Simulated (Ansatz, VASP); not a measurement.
Al: VASP beside Ansatz

```
Al
1.0
     1.42110   -2.45769    0.00000
     1.42110    2.45769    0.00000
     0.00000    0.00000    9.49603
Al
4
Cartesian
  1.4211 2.4612 0.0006
  1.4211 0.7947 2.3734
  1.4211 -2.4612 4.7486
  1.4211 -0.7947 7.1215
```

Alike in both runs: functional PBE; k mesh 8 × 8 × 2; occupations gaussian, width 0.1 eV; no spin polarisation.

Ansatz relaxed the structure, and its values are those at the end. VASP's run is a single point on that final structure, the one shown.

|  | VASP | Ansatz |
| --- | --- | --- |
| version | VASP 6.6.1 | Ansatz 0.2.0 |
| potentials or method | VASP PAW PBE potentials, release 64 (Al) | scalar-relativistic, plane waves, PAW |
| plane-wave cutoff (eV) | 520 | 420 |
| valence electrons in the cell | 12 | 12 |

|  | VASP | Ansatz | Ansatz less VASP |
| --- | --- | --- | --- |
| gap on the k mesh at the Fermi level (eV) | none | none | - |
| pressure (GPa) | -0.2 | -0.2 | +0.03 |
| rms of the force components (eV/Å) | 0.010 | 0.010 | 0.0000 |

A gap of «none» marks a metal or a gap that the smearing closes. The functional is the same, so the differences come from potentials, cutoffs and numerics.
